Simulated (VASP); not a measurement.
Mo:

```
Mo
1.0
     2.80466    0.00000    0.00000
    -1.40233    2.42890    0.00000
     0.00000    0.00000    4.58001
Mo
2
Direct
  0.33333 0.66667 0.25000
  0.66667 0.33333 0.75000
```

This isn't the form of Mo at room conditions, which is bcc.

* Program: VASP 6.6.1
* Task: relaxation of cell and atoms
* Functional: PBE
* Potentials or basis: VASP PAW PBE potentials, release 64 (Mo_sv)
* Cutoff: 600 eV
* k mesh: 18 × 18 × 10
* Occupations: gaussian, width 0.1 eV
* Spin: no spin polarisation

At the start: pressure 6.8 GPa; volume 15.60 Å³/atom.

**Question.** Where does the relaxation end?

**Answer.** Over 12 steps the energy falls by 41.3 meV/atom and the volume is 16.14 Å³/atom (+3.5 %); space group P6_3/mmc (No. 194, to 0.05 Å).

The path:
```tsv
step	energy change (eV)	largest force (eV/Å)	pressure (GPa)	volume (Å³)
1	0.0000	0.0000	6.80	31.20
2	0.0674	0.0000	-13.67	34.28
3	-0.0212	0.0000	-0.82	32.18
4	-0.0455	0.0000	-1.55	32.34
5	-0.0775	0.0000	-2.32	32.56
6	-0.0080	0.0000	-1.59	32.89
7	-0.0800	0.0000	-2.43	32.61
8	-0.0496	0.0000	8.51	31.31
9	-0.0825	0.0000	-0.26	32.33
10	-0.0825	0.0000	-0.21	32.32
11	-0.0826	0.0000	0.08	32.27
12	-0.0827	0.0000	0.00	32.28
```

Final structure:
```
Mo
1.0
     2.75762    0.00000    0.00000
    -1.37881    2.38817    0.00000
     0.00000    0.00000    4.90215
Mo
2
Direct
  0.33333 0.66667 0.25000
  0.66667 0.33333 0.75000
```
